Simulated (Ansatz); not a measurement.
# Tungsten, bcc under revPBE: ground state and equation of state

What does revPBE give for tungsten in the bcc structure? We relax it, solve it on a dense k-mesh, switch on spin-orbit coupling, then scale the cell to 7 volumes from 88 to 112 % of the relaxed one and try a fit of the equation of state. The k-meshes are 14×14×14 for the relaxation; 23×23×23 for the dense run; 14×14×14 for spin-orbit coupling; 23×23×23 for the volumes. It starts from a deposited cell (COD).

Method: DFT revPBE, plane waves (420 eV) with PAW, scalar-relativistic; PBE-made PAW files, in Ansatz 0.2.0.

## 1. The starting structure

The structure is cubic, space group Im-3m (No. 229). The conventional cell has a = 3.165 Å, b = 3.165 Å, c = 3.165 Å, α = 90.00°, β = 90.00°, γ = 90.00°. W (site symmetry m-3m) has 8 W at 2.74 Å as nearest neighbours.

Structure file:

```
CELL_PARAMETERS angstrom
-1.58234 1.58234 1.58234
1.58234 -1.58234 1.58234
1.58234 1.58234 -1.58234
ATOMIC_POSITIONS crystal
W 0.00000 0.00000 0.00000
```

## 2. Relaxing cell and atoms

Input file input.yaml:

```yaml
crystal:
  lattice:
    - [-1.58234, 1.58234, 1.58234]
    - [1.58234, -1.58234, 1.58234]
    - [1.58234, 1.58234, -1.58234]
  atoms:
    - { symbol: W, position: [0.0, 0.0, 0.0] }
hamiltonian:
  xc: revpbe
  pseudopotentials:
    kind: paw
    azcp:
      W: "pseudopotentials/W.paw.azcp"
basis:
  ecutwfc: 420
  fft_grid_basis: typed
kpoints:
  mp_grid: { grid: [14, 14, 14], shift: [0, 0, 0] }
magnetization:
  spin_polarized: false
scf:
  occupations: { method: fermi_dirac, width: 0.1 }
relax:
  max_steps: 60
  f_tol: 0.01
  cell: {}
```

Log:

```text
Engine: ansatz 0.2.0, x86_64-unknown-linux-gnu
Pseudopotentials: kind: paw
Pseudopotential: W, paw, valence charge 14, recommended cutoff 420 eV (normal), <dir>
Functional definition: revPBE
  parameter kappa = 1.245
  parameter beta = 0.06672455060314922
  exchange = pbe_x(kappa = kappa, mu = beta*pi^2/3)
  correlation = pbe_c(beta = beta)
Crystal: 1 atoms, lattice volume = 15.847 Å³
Basis set: ecut = 420 eV, 321 PW (Γ), exchange–correlation on 40×40×40 points (8 copies of the dense FFT grid, shifted against one another)
Bands: 11, of which v1, the nominal top of the filled ones, is band 7 counted from 1 (6 counted from 0)
Symmetry: 48 space group operations
Space group: Im-3m (ITA 229), of the structure as read, at distance tolerance 2.5e-5 Å
k-points: 104 of 2744
Non-local potential: W, projectors of the file, l = 0: 3, l = 1: 2, l = 2: 2, l = 3: 1
PAW form: soft (Blöchl's): semilocal exchange-correlation on the pseudo side does not see the compensation charge
PAW frozen core: W, regenerated for the run's functional, and the local potential with it (the file was generated under x = pbe(κ = 0.804, μ = 0.2195149727645171), c = pbe(β = 0.06672455060314922))
PAW one-centre angular grid: W, 590 points (default); XC on 64 Gauss nodes
Initial density: superposition of atomic densities (neutral atoms: chi_scale 0, normalization atom), corrected by the library's trained network
Initial wavefunctions: pseudopotential atomic-orbital guess
Functional: x = revpbe(κ = 1.245, μ = 0.2195149727645171), c = pbe(β = 0.06672455060314922)
SCF iter   1: F=—  HF=-10393.877783 eV  |F-HF|=—  |Δ(HF+E_count)|=         —  Δρ=2.11e-3  dr2=2.55e-4  ethr=1.77e-3  ⟨swp⟩=5.0  Hψ=6037  notcnv=0
preconditioner: auto → none  [metal: Δε(μ)=0.057 eV  Ē_g=9.062 eV  σ=0.100 eV  W_gap=0.14  n_scr=0 (ndim 8)  ℏωp=22.8 eV  f_vac=0.000  D(μ)=0.60/eV (n_scr^D=0)]
SCF iter   2: F=—  HF=-10393.877469 eV  |F-HF|=—  |Δ(HF+E_count)|=   3.14e-4  Δρ=1.07e-3  dr2=6.34e-5  ethr=1.82e-6  ⟨swp⟩=2.3  Hψ=2414  notcnv=0
SCF iter   3: F=—  HF=-10393.877489 eV  |F-HF|=—  |Δ(HF+E_count)|=   1.96e-5  Δρ=2.03e-4  dr2=5.36e-6  ethr=4.53e-7  ⟨swp⟩=2.1  Hψ=1796  notcnv=0
SCF iter   4: F=—  HF=-10393.877487 eV  |F-HF|=—  |Δ(HF+E_count)|=   1.96e-6  Δρ=1.11e-4  dr2=1.33e-6  ethr=3.83e-8  ⟨swp⟩=2.0  Hψ=1685  notcnv=0
SCF iter   5: F=—  HF=-10393.877486 eV  |F-HF|=—  |Δ(HF+E_count)|=   5.29e-7  Δρ=4.12e-5  dr2=2.16e-7  ethr=9.52e-9  ⟨swp⟩=2.0  Hψ=1739  notcnv=0
SCF iter   6: F=-10393.877486 eV  HF=-10393.877486 eV  |F-HF|=1.02e-8  |Δ(HF+E_count)|=   9.54e-8  Δρ=9.89e-6  dr2=1.23e-8  ethr=7.14e-10  ⟨swp⟩=4.4  Hψ=3695  notcnv=0
SCF 1 converged in 6 iterations: F = -10393.877486 eV  dr2 = 1.23e-8
relax step   1: F+E_penalty+E_count = -10393.87748616 eV  Δ(F+E_penalty+E_count) = +0.000e0 eV  max|allowed force component| = 0.000e0 eV/Å  Δτ_max = 0.0000 Å  P = +8.574 GPa  Ω = 15.847 Å³  (6 SCF iters, dr2 threshold 1.00e-7 eV, accepted)
Crystal: 1 atoms, lattice volume = 17.504 Å³
Initial density: handed on by an earlier stage of this run
Initial wavefunctions: those handed on with the density
iter 1 solved again at ethr=3.85e-6 eV; its pass at ethr=3.10e-3 eV (dr2=5.38e-4 eV) is discarded
SCF iter   1: F=—  HF=-10393.813745 eV  |F-HF|=—  |Δ(HF+E_count)|=         —  Δρ=3.38e-3  dr2=5.23e-4  ethr=3.85e-6  ⟨swp⟩=1.3  Hψ=8664  notcnv=0
preconditioner: auto → none  [metal: Δε(μ)=0.016 eV  Ē_g=8.151 eV  σ=0.100 eV  W_gap=0.04  n_scr=0 (ndim 8)  ℏωp=21.7 eV  f_vac=0.000  D(μ)=0.52/eV (n_scr^D=0)]
SCF iter   2: F=—  HF=-10393.814177 eV  |F-HF|=—  |Δ(HF+E_count)|=   4.32e-4  Δρ=1.72e-3  dr2=1.29e-4  ethr=3.74e-6  ⟨swp⟩=2.0  Hψ=1836  notcnv=0
SCF iter   3: F=—  HF=-10393.814353 eV  |F-HF|=—  |Δ(HF+E_count)|=   1.76e-4  Δρ=2.02e-4  dr2=4.12e-6  ethr=9.23e-7  ⟨swp⟩=2.6  Hψ=1537  notcnv=0
SCF iter   4: F=—  HF=-10393.814351 eV  |F-HF|=—  |Δ(HF+E_count)|=   1.42e-6  Δρ=2.76e-5  dr2=3.90e-8  ethr=7.14e-10  ⟨swp⟩=3.2  Hψ=4741  notcnv=0
SCF iter   5: F=-10393.814351 eV  HF=-10393.814351 eV  |F-HF|=7.28e-12  |Δ(HF+E_count)|=   2.00e-9  Δρ=1.34e-6  dr2=1.10e-10  ethr=2.79e-10  ⟨swp⟩=1.9  Hψ=3590  notcnv=0
SCF 2 converged in 5 iterations: F = -10393.814351 eV  dr2 = 1.10e-10
relax step   2: F+E_penalty+E_count = -10393.81435149 eV  Δ(F+E_penalty+E_count) = +6.313e-2 eV  max|allowed force component| = 0.000e0 eV/Å  Δτ_max = 0.0000 Å  P = -18.275 GPa  Ω = 17.504 Å³  energy of the carried Pulay correction = -8.591e-4 eV  (5 SCF iters, dr2 threshold 1.00e-7 eV, rejected (line search))
Crystal: 1 atoms, lattice volume = 16.341 Å³
iter 1 solved again at ethr=1.57e-6 eV; its pass at ethr=3.10e-3 eV (dr2=2.20e-4 eV) is discarded
SCF iter   1: F=—  HF=-10393.888343 eV  |F-HF|=—  |Δ(HF+E_count)|=         —  Δρ=2.35e-3  dr2=2.25e-4  ethr=1.57e-6  ⟨swp⟩=2.1  Hψ=8612  notcnv=0
preconditioner: auto → none  [metal: Δε(μ)=0.067 eV  Ē_g=8.774 eV  σ=0.100 eV  W_gap=0.17  n_scr=0 (ndim 8)  ℏωp=22.5 eV  f_vac=0.000  D(μ)=0.57/eV (n_scr^D=0)]
SCF iter   2: F=—  HF=-10393.888527 eV  |F-HF|=—  |Δ(HF+E_count)|=   1.84e-4  Δρ=1.20e-3  dr2=5.89e-5  ethr=1.57e-6  ⟨swp⟩=1.0  Hψ=1144  notcnv=0
SCF iter   3: F=—  HF=-10393.888598 eV  |F-HF|=—  |Δ(HF+E_count)|=   7.05e-5  Δρ=1.07e-4  dr2=1.43e-6  ethr=4.21e-7  ⟨swp⟩=2.3  Hψ=1827  notcnv=0
SCF iter   4: F=—  HF=-10393.888598 eV  |F-HF|=—  |Δ(HF+E_count)|=   2.00e-7  Δρ=1.85e-5  dr2=1.90e-8  ethr=1.02e-8  ⟨swp⟩=2.1  Hψ=1717  notcnv=0
SCF iter   5: F=—  HF=-10393.888598 eV  |F-HF|=—  |Δ(HF+E_count)|=  3.69e-10  Δρ=1.98e-6  dr2=5.92e-10  ethr=1.35e-10  ⟨swp⟩=2.2  Hψ=1573  notcnv=0
SCF iter   6: F=-10393.888598 eV  HF=-10393.888598 eV  |F-HF|=1.82e-12  |Δ(HF+E_count)|=  2.04e-10  Δρ=9.33e-8  dr2=1.04e-12  ethr=1.00e-12  ⟨swp⟩=4.3  Hψ=5439  notcnv=0
SCF 3 converged in 6 iterations: F = -10393.888598 eV  dr2 = 1.04e-12
relax step   3: F+E_penalty+E_count = -10393.88859772 eV  Δ(F+E_penalty+E_count) = -1.111e-2 eV  max|allowed force component| = 0.000e0 eV/Å  Δτ_max = 0.0000 Å  P = -0.948 GPa  Ω = 16.341 Å³  energy of the carried Pulay correction = -2.653e-4 eV  (6 SCF iters, accepted)
Crystal: 1 atoms, lattice volume = 16.291 Å³
iter 1 solved again at ethr=1.18e-8 eV; its pass at ethr=3.10e-3 eV (dr2=1.65e-6 eV) is discarded
SCF iter   1: F=—  HF=-10393.888782 eV  |F-HF|=—  |Δ(HF+E_count)|=         —  Δρ=1.07e-4  dr2=4.74e-7  ethr=1.18e-8  ⟨swp⟩=2.2  Hψ=7536  notcnv=0
preconditioner: auto → none  [metal: Δε(μ)=0.067 eV  Ē_g=8.804 eV  σ=0.100 eV  W_gap=0.17  n_scr=0 (ndim 8)  ℏωp=22.5 eV  f_vac=0.000  D(μ)=0.57/eV (n_scr^D=0)]
SCF iter   2: F=—  HF=-10393.888780 eV  |F-HF|=—  |Δ(HF+E_count)|=   1.93e-6  Δρ=5.32e-5  dr2=1.05e-7  ethr=3.38e-9  ⟨swp⟩=2.1  Hψ=1863  notcnv=0
SCF iter   3: F=-10393.888781 eV  HF=-10393.888781 eV  |F-HF|=1.58e-10  |Δ(HF+E_count)|=   1.62e-7  Δρ=7.09e-6  dr2=3.21e-9  ethr=7.14e-10  ⟨swp⟩=4.0  Hψ=3271  notcnv=0
SCF 4 converged in 3 iterations: F = -10393.888781 eV  dr2 = 3.21e-9
relax step   4: F+E_penalty+E_count = -10393.88878058 eV  Δ(F+E_penalty+E_count) = -1.829e-4 eV  max|allowed force component| = 0.000e0 eV/Å  Δτ_max = 0.0000 Å  P = -0.040 GPa  Ω = 16.291 Å³  energy of the carried Pulay correction = -2.385e-4 eV  (3 SCF iters, dr2 threshold 1.00e-7 eV, accepted)
Initial wavefunctions: pseudopotential atomic-orbital guess (no wavefunctions were taken with the density)
iter 1 solved again at ethr=4.23e-8 eV; its pass at ethr=3.10e-3 eV (dr2=5.93e-6 eV) is discarded
SCF iter   1: F=—  HF=-10393.889018 eV  |F-HF|=—  |Δ(HF+E_count)|=         —  Δρ=8.80e-5  dr2=1.79e-7  ethr=4.23e-8  ⟨swp⟩=3.0  Hψ=9285  notcnv=0
SCF iter   2: F=—  HF=-10393.889017 eV  |F-HF|=—  |Δ(HF+E_count)|=   1.77e-6  Δρ=4.31e-5  dr2=4.04e-8  ethr=1.28e-9  ⟨swp⟩=1.4  Hψ=1333  notcnv=0
SCF iter   3: F=—  HF=-10393.889017 eV  |F-HF|=—  |Δ(HF+E_count)|=   2.44e-8  Δρ=2.50e-6  dr2=3.68e-10  ethr=2.89e-10  ⟨swp⟩=2.5  Hψ=1927  notcnv=0
SCF iter   4: F=—  HF=-10393.889017 eV  |F-HF|=—  |Δ(HF+E_count)|=  1.60e-10  Δρ=6.01e-7  dr2=4.67e-11  ethr=2.63e-12  ⟨swp⟩=2.0  Hψ=1700  notcnv=0
SCF iter   5: F=-10393.889017 eV  HF=-10393.889017 eV  |F-HF|=3.64e-12  |Δ(HF+E_count)|=  2.18e-11  Δρ=3.84e-8  dr2=1.04e-13  ethr=1.00e-12  ⟨swp⟩=5.9  Hψ=4333  notcnv=0
SCF 5 converged in 5 iterations: F = -10393.889017 eV  dr2 = 1.04e-13
relax step   5: F+E_penalty+E_count = -10393.88901669 eV  Δ(F+E_penalty+E_count) = -2.361e-4 eV  max|allowed force component| = 0.000e0 eV/Å  Δτ_max = 0.0000 Å  P = -0.043 GPa  Ω = 16.291 Å³  stress off target by 4.33e-2 GPa  SCF on the basis re-selected at this cell (its energy is not comparable with the rows above)  (5 SCF iters)
basis re-selected at this cell: Δ(F+E_penalty+E_count) = -2.361e-4 eV, ΔP = -0.003 GPa vs the last step (what re-selecting the basis moved, of the pressure what is left beyond the Pulay correction that the steps carried, after the strain that the cell walked since its last selection, with what the two solves' SCF thresholds leave and, on support functions, any second-order correction that the steps lacked; it is no measure of the basis error at this ecutwfc). This SCF's stress stands 4.33e-2 GPa from its target on what of the cell is left free (relax.cell.stress_tol is 5.00e-2 GPa) and its largest allowed force component is 0.00e0 eV/Å (relax.f_tol is 1.00e-2 eV/Å): within both
SCF converged after 5 iterations
Free energy (F): -10393.889017 eV
Harris-Foulkes:  -10393.889017 eV  (|F-HF|=3.64e-12)
Internal energy: -10393.870580 eV  (E = F + TS)
E sigma→0 (E₀):  -10393.879799 eV
Entropy (-TS):   -0.018436 eV (-18.436 meV/atom)
Fermi energy:    22.045985 eV
--- Per-component energies (eV) ---
  E_band       = -90.089506
  E_kinetic    = 449.081233
  E_local      = -616.844998  (includes V_loc(G=0)·N_el)
  E_nonlocal   = -0.392092
  E_hartree    = 220.319635
  E_xc         = -266.915121
  E_vxc        = -238.346623  (∫ρ·V_xc dr)
  E_paw        = -8571.190640  (= ΣΔE_a)
  E_vpaw       = -124.226223  (= ΣTr[D̂ρ^β])
  E_aug_tail   = -0.000068  (compensation charges beyond the density's cutoff)
  E_ewald      = -1607.916027
  E_core_change = -0.012503  (= ΣΔE_core)
  E_smearing   = -0.018436  (= −TS)
  E_closure    = -0.000000  (closes the sum)
  Σ components = -10393.889017   (vs F -10393.889017, Δ=0.00e0)
--- Forces (eV/Å), atoms counted from 1 ---
  atom   1  W      0.00000000    -0.00000000    -0.00000000
  max |Σ_I F_I| component: 1.23e-32 eV/Å
--- Stress (GPa, compression-positive) ---
       -0.043338      -0.000000      -0.000000
       -0.000000      -0.043338      -0.000000
       -0.000000      -0.000000      -0.043338
  P = ⅓ Tr σ = -0.0433 GPa (-0.433 kbar)
--- Relaxed structure (4 steps of the walk, 3 accepted, 1 SCFs on fresh bases) ---
  F+E_penalty+E_count = -10393.88901669 eV   max|allowed force component| = 0.000e0 eV/Å   (the final SCF, on the basis selected at the relaxed cell)
  cell:  # Å, volume = 16.2908 Å³
    - [-1.5969614454929801, 1.5969614454929801, 1.5969614454929801]
    - [1.5969614454929801, -1.5969614454929801, 1.5969614454929801]
    - [1.5969614454929801, 1.5969614454929801, -1.5969614454929801]
  atoms:
    - { symbol: W, position: [0.0, 0.0, 0.0] }
```

It took 6.6 s on 1 thread of an x86-64 CPU, shared host; peak memory 0.51 GiB.

Step by step:

| step | energy change (meV/atom) | largest force (eV/Å) | pressure (GPa) | volume (Å³/atom) | accepted |
| --- | --- | --- | --- | --- | --- |
| 1 | 0.00 | 0.0000 | 8.57 | 15.847 | yes |
| 2 | 63.13 | 0.0000 | -18.27 | 17.504 | no |
| 3 | -11.11 | 0.0000 | -0.95 | 16.341 | yes |
| 4 | -11.29 | 0.0000 | -0.04 | 16.291 | yes |
| 5 | -11.53 | 0.0000 | -0.04 | 16.291 | yes |

Steps that repeat a cell are solved on a basis chosen anew, so their changes of energy are no gain of the relaxation.

Changes in the cell that was computed:

|  | before | after | change |
| --- | --- | --- | --- |
| a (Å) | 2.741 | 2.766 | +0.9 % |
| b (Å) | 2.741 | 2.766 | +0.9 % |
| c (Å) | 2.741 | 2.766 | +0.9 % |
| volume (Å³/atom) | 15.847 | 16.291 | +2.8 % |
| shortest distance (Å) | 2.741 | 2.766 | +0.9 % |
| space group (spins left aside) | Im-3m | Im-3m | same |

## 3. Dense single point

Input file input.yaml:

```yaml
crystal:
  lattice:
    - [-1.5969614455, 1.5969614455, 1.5969614455]
    - [1.5969614455, -1.5969614455, 1.5969614455]
    - [1.5969614455, 1.5969614455, -1.5969614455]
  atoms:
    - { symbol: W, position: [0.0, 0.0, 0.0] }
hamiltonian:
  xc: revpbe
  pseudopotentials:
    kind: paw
    azcp:
      W: "pseudopotentials/W.paw.azcp"
basis:
  ecutwfc: 420
  fft_grid_basis: typed
kpoints:
  mp_grid: { grid: [23, 23, 23], shift: [0, 0, 0] }
magnetization:
  spin_polarized: false
scf:
  occupations: { method: fermi_dirac, width: 0.1 }
```

Log (excerpt; [...] marks lines left out):

```text
[...]
[... 3 set-up lines as earlier in the session ...]
[...]
Crystal: 1 atoms, lattice volume = 16.291 Å³
Basis set: ecut = 420 eV, 321 PW (Γ)
Bands: 11, of which v1, the nominal top of the filled ones, is band 7 counted from 1 (6 counted from 0)
[... 2 set-up lines as earlier in the session ...]
k-points: 364 of 12167
[...]
SCF iter   1: F=—  HF=-10393.894836 eV  |F-HF|=—  |Δ(HF+E_count)|=         —  Δρ=1.94e-3  dr2=2.13e-4  ethr=1.77e-3  ⟨swp⟩=5.0  Hψ=21027  notcnv=0
[...]
SCF iter   6: F=-10393.894655 eV  HF=-10393.894655 eV  |F-HF|=4.79e-9  |Δ(HF+E_count)|=   6.45e-8  Δρ=6.99e-6  dr2=6.00e-9  ethr=7.14e-10  ⟨swp⟩=2.0  Hψ=8019  notcnv=0
[...]
SCF converged after 6 iterations
Free energy (F): -10393.894655 eV
[...]
E sigma→0 (E₀):  -10393.887578 eV
Entropy (-TS):   -0.014154 eV (-14.154 meV/atom)
Fermi energy:    21.983115 eV
[...]
```

It took 4.1 s on 1 thread of an x86-64 CPU, shared host; peak memory 0.53 GiB.

## 4. Spin-orbit coupling switched on

Changes to input.yaml since step 3:

```diff
@@ -10,3 +10,3 @@
   pseudopotentials:
-    kind: paw
+    kind: paw_fr
     azcp:
@@ -17,5 +17,6 @@
 kpoints:
-  mp_grid: { grid: [23, 23, 23], shift: [0, 0, 0] }
+  mp_grid: { grid: [14, 14, 14], shift: [0, 0, 0] }
 magnetization:
-  spin_polarized: false
+  noncollinear: true
+  spin_orbit: true
 scf:
```

Log (excerpt; [...] marks lines left out):

```text
[...]
Pseudopotentials: kind: paw_fr
Pseudopotential: W, paw_fr, valence charge 14, recommended cutoff 420 eV (normal), <dir>
[... 1 set-up line as earlier in the session ...]
[...]
non-collinear run that drives no moment, with spin-orbit: no starting moment large enough to seed its density (crystal.atoms[].spin), no starting occupations that ask for one, no magnetisation constraint and no magnetic field, so the semilocal B_xc is pinned to zero
Crystal: 1 atoms, lattice volume = 16.291 Å³
Basis set: ecut = 420 eV, 321 PW (Γ)
Bands: 22, of which v1, the nominal top of the filled ones, is band 14 counted from 1 (13 counted from 0)
Symmetry: 48 space group operations + 48 with time reversal
Magnetic group: BNS 229.141 (UNI 1643), of the structure as read, at distance tolerance 2.5e-5 Å
k-points: 104 of 2744
Projection manifold: j_resolved (fully-relativistic pseudo-atomic orbitals)
[...]
SCF iter   1: F=—  HF=-10418.692914 eV  |F-HF|=—  |Δ(HF+E_count)|=         —  Δρ=6.21e-2  dr2=5.19e-1  dr2_m=0.00e0 (ungated)  ethr=3.10e-3  |M|=0.00e0 ∫|m|=0.00e0 μB  |m|>n=0.0e0 m-floor=0.0e0 τ_xc=0.0e0  β_m=0.30  ⟨swp⟩=6.2  Hψ=5978  notcnv=0  defer=2
[...]
SCF iter   7: F=-10418.525598 eV  HF=-10418.525598 eV  |F-HF|=2.00e-11  |Δ(HF+E_count)|=   1.22e-9  Δρ=9.10e-7  dr2=7.30e-11  dr2_m=0.00e0 (ungated)  ethr=3.91e-11  |M|=0.00e0 ∫|m|=0.00e0 μB  |m|>n=0.0e0 m-floor=0.0e0 τ_xc=0.0e0  ⟨swp⟩=1.0  Hψ=3217  notcnv=0
[...]
SCF converged after 7 iterations
Magnetization: |M| = 0.0000 μB,  M = (+0.0000, +0.0000, +0.0000) μB
Absolute magnetization: 0.0000 μB (∫|m|)
  site 0: m = (+0.0000, +0.0000, +0.0000) μB, |m| = 0.0000 μB  (R = 1.14 Å)
Free energy (F): -10418.525598 eV
[...]
E sigma→0 (E₀):  -10418.517339 eV
Entropy (-TS):   -0.016518 eV (-16.518 meV/atom)
Fermi energy:    22.004311 eV
[...]
```

Wall time 5.1 s (1 thread of an x86-64 CPU, shared host); peak memory 0.49 GiB.

With and without spin-orbit coupling:

|  | scalar-relativistic | with spin-orbit coupling |
| --- | --- | --- |
| k-mesh | 23×23×23 | 14×14×14 |
| gap on the mesh | none (levels filled in part) | none (levels filled in part) |

The meshes differ, so small differences between the columns need not come from spin-orbit coupling.

## 5. The cell scaled to 88 % of its volume

Input file input.yaml:

```yaml
crystal:
  lattice:
    - [-1.5303425562, 1.5303425562, 1.5303425562]
    - [1.5303425562, -1.5303425562, 1.5303425562]
    - [1.5303425562, 1.5303425562, -1.5303425562]
  atoms:
    - { symbol: W, position: [0.0, 0.0, 0.0] }
hamiltonian:
  xc: revpbe
  pseudopotentials:
    kind: paw
    azcp:
      W: "pseudopotentials/W.paw.azcp"
basis:
  ecutwfc: 420
  fft_grid_basis: typed
kpoints:
  mp_grid: { grid: [23, 23, 23], shift: [0, 0, 0] }
magnetization:
  spin_polarized: false
scf:
  occupations: { method: fermi_dirac, width: 0.1 }
output:
  stress: true
```

Log (excerpt; [...] marks lines left out):

```text
[...]
[... 3 set-up lines as earlier in the session ...]
[...]
Crystal: 1 atoms, lattice volume = 14.336 Å³
Basis set: ecut = 420 eV, 321 PW (Γ)
Bands: 11, of which v1, the nominal top of the filled ones, is band 7 counted from 1 (6 counted from 0)
[... 1 set-up line as earlier in the session ...]
Space group: Im-3m (ITA 229), of the structure as read, at distance tolerance 2.4e-5 Å
k-points: 364 of 12167
[...]
SCF iter   1: F=—  HF=-10393.629332 eV  |F-HF|=—  |Δ(HF+E_count)|=         —  Δρ=2.47e-3  dr2=2.81e-4  ethr=1.77e-3  ⟨swp⟩=5.0  Hψ=21000  notcnv=0
[...]
SCF iter   6: F=-10393.629088 eV  HF=-10393.629088 eV  |F-HF|=3.54e-8  |Δ(HF+E_count)|=   1.01e-7  Δρ=1.91e-5  dr2=4.38e-8  ethr=7.14e-10  ⟨swp⟩=4.0  Hψ=12796  notcnv=0
[...]
SCF converged after 6 iterations
Free energy (F): -10393.629088 eV
[...]
E sigma→0 (E₀):  -10393.622115 eV
Entropy (-TS):   -0.013946 eV (-13.946 meV/atom)
Fermi energy:    25.394258 eV
[...]
--- Stress (GPa, compression-positive) ---
       48.851747      -0.000000      -0.000000
       -0.000000      48.851747       0.000000
        0.000000       0.000000      48.851747
  P = ⅓ Tr σ = 48.8517 GPa (488.517 kbar)
```

It took 3.8 s on 1 thread of an x86-64 CPU, shared host; peak memory 0.54 GiB.

## 6. The cell scaled to 92 % of its volume

Changes to input.yaml since step 5:

```diff
@@ -2,5 +2,5 @@
   lattice:
-    - [-1.5303425562, 1.5303425562, 1.5303425562]
-    - [1.5303425562, -1.5303425562, 1.5303425562]
-    - [1.5303425562, 1.5303425562, -1.5303425562]
+    - [-1.5531868578, 1.5531868578, 1.5531868578]
+    - [1.5531868578, -1.5531868578, 1.5531868578]
+    - [1.5531868578, 1.5531868578, -1.5531868578]
   atoms:
```

Log (excerpt; [...] marks lines left out):

```text
[...]
[... 3 set-up lines as earlier in the session ...]
[...]
Crystal: 1 atoms, lattice volume = 14.988 Å³
Basis set: ecut = 420 eV, 321 PW (Γ)
Bands: 11, of which v1, the nominal top of the filled ones, is band 7 counted from 1 (6 counted from 0)
[... 2 set-up lines as earlier in the session ...]
k-points: 364 of 12167
[...]
SCF iter   1: F=—  HF=-10393.786247 eV  |F-HF|=—  |Δ(HF+E_count)|=         —  Δρ=2.24e-3  dr2=2.47e-4  ethr=1.77e-3  ⟨swp⟩=5.0  Hψ=20988  notcnv=0
[...]
SCF iter   6: F=-10393.786010 eV  HF=-10393.786010 eV  |F-HF|=2.43e-9  |Δ(HF+E_count)|=   1.52e-8  Δρ=4.84e-6  dr2=2.92e-9  ethr=2.51e-10  ⟨swp⟩=2.0  Hψ=14252  notcnv=0
[...]
SCF converged after 6 iterations
Free energy (F): -10393.786010 eV
[...]
E sigma→0 (E₀):  -10393.779108 eV
Entropy (-TS):   -0.013805 eV (-13.805 meV/atom)
Fermi energy:    24.162774 eV
[...]
--- Stress (GPa, compression-positive) ---
       28.994074       0.000000      -0.000000
        0.000000      28.994074       0.000000
        0.000000      -0.000000      28.994074
  P = ⅓ Tr σ = 28.9941 GPa (289.941 kbar)
```

Run time: 6.2 s. Hardware: 1 thread of an x86-64 CPU, shared host; peak memory 0.55 GiB.

(Part 1 of 2 ends here.)
